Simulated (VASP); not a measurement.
A run of VASP 6.6.1 is set up as follows.

File INCAR:

```
SYSTEM = GeS
PREC = Accurate
ENCUT = 600
EDIFF = 1E-6
ISMEAR = 0
SIGMA = 0.03
LREAL = .FALSE.
LASPH = .TRUE.
NELM = 80
ALGO = Normal
ISIF = 3
LWAVE = .FALSE.
LCHARG = .FALSE.
GGA = MK
LUSE_VDW = .TRUE.
AGGAC = 0.0
PARAM1 = 0.1234
PARAM2 = 0.711357
ZAB_VDW = -1.8867
IBRION = 2
NSW = 90
EDIFFG = -0.01
KPAR = 2
```

Contents of KPOINTS:

```
regular mesh
0
G
  4 8 6
  0 0 0
```

The input POSCAR:

```
GeS
1.0
   10.4810000000      0.0000000000      0.0000000000
    0.0000000000      3.6460000000      0.0000000000
    0.0000000000      0.0000000000      4.2990000000
Ge S
4 4
Direct
    0.1221000000      0.2500000000      0.1277000000
    0.3779000000      0.7500000000      0.6277000000
    0.6221000000      0.2500000000      0.3723000000
    0.8779000000      0.7500000000      0.8723000000
    0.8495000000      0.2500000000      0.5023000000
    0.6505000000      0.7500000000      0.0023000000
    0.3495000000      0.2500000000      0.9977000000
    0.1505000000      0.7500000000      0.4977000000
```

Potentials or basis: VASP PAW PBE potentials, release 64 (Ge_d, S).

Command:

```sh
$ cat potpaw_PBE.64/Ge_d/POTCAR potpaw_PBE.64/S/POTCAR > POTCAR
$ mpirun -np 2 vasp_std > vasp.out
```

Estimate the band gap on the k mesh.

1.10 eV, indirect (least direct gap 1.17 eV).

What does it give for the space group after relaxing (to 0.05 Å)?

Pnma (No. 62).

Predict the relaxed volume.

20.83 Å³/atom.

Forces in eV/Å, atoms in the order of the input:
```
Ge  -0.001  0.000 -0.004
Ge   0.001  0.000 -0.004
Ge  -0.001  0.000  0.004
Ge   0.001  0.000  0.004
S    0.000  0.000 -0.010
S    0.000  0.000 -0.010
S    0.000  0.000  0.010
S    0.000  0.000  0.010
```

Caveat: the PAW data sets were made with another functional, which shifts forces and pressure a little. Zero-point motion and thermal expansion aren't in these numbers.
